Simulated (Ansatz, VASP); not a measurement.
## Si: VASP beside Ansatz

Contents of INCAR:

```
SYSTEM = Si
  AGGAC = 1.0
  AGGAX = 1.0
  ALDAC = 0.0
  ALDAX = 1.0
  ALGO = Normal
  EDIFF = 1E-7
  ENCUT = 520
  GGA = B5
  ISIF = 2
  ISMEAR = -1
  LASPH = .TRUE.
  LCHARG = .FALSE.
  LREAL = .FALSE.
  LWAVE = .FALSE.
  NBANDS = 11
  NELM = 80
  PREC = Accurate
  SIGMA = 0.15
```

The input KPOINTS:

```
k-points
0
G
  13 13 13
  0 0 0
```

Contents of POSCAR:

```
Si
1.0
   -2.3713720000      2.3713720000      1.3292650000
    2.3713720000     -2.3713720000      1.3292650000
    2.3713720000      2.3713720000     -1.3292650000
Si
2
Direct
    0.2500000000      0.7500000000      0.5000000000
    0.5000000000      0.5000000000      0.0000000000
```

Input for Ansatz:

```yaml
crystal:
  lattice:
    - [-2.371372, 2.371372, 1.329265]
    - [2.371372, -2.371372, 1.329265]
    - [2.371372, 2.371372, -1.329265]
  atoms:
    - { symbol: Si, position: [0.25, 0.75, 0.5] }
    - { symbol: Si, position: [0.5, 0.5, 0.0] }
kpoints:
  mp_grid:
    grid: [13, 13, 13]
hamiltonian:
  xc: blyp
scf:
  occupations:
    method: fermi_dirac
    width: 0.15
output:
  stress: true
```

This isn't the form of Si at room conditions, which is diamond.

Alike in both runs: task single point; functional BLYP; k mesh 13 × 13 × 13; occupations fermi-dirac, width 0.15 eV; no spin polarisation.

```csv
,VASP,Ansatz
version,VASP 6.6.1,Ansatz 0.2.0
potentials or method,"VASP PAW PBE potentials, release 64 (Si)","plane waves, PAW"
plane-wave cutoff (eV),520,420
valence electrons in the cell,8,8
```

Ansatz gave:

| Property | Result |
| --- | --- |
| pressure (GPa) | 10.4 |
| largest component of the traceless stress (GPa) | 1.18 |

Problem. Which values does VASP return?

Solution. Pressure (GPa): 10.8; largest component of the traceless stress (GPa): 1.16.

Caveats: the PAW data sets were made with another functional, which shifts forces and pressure a little (VASP).
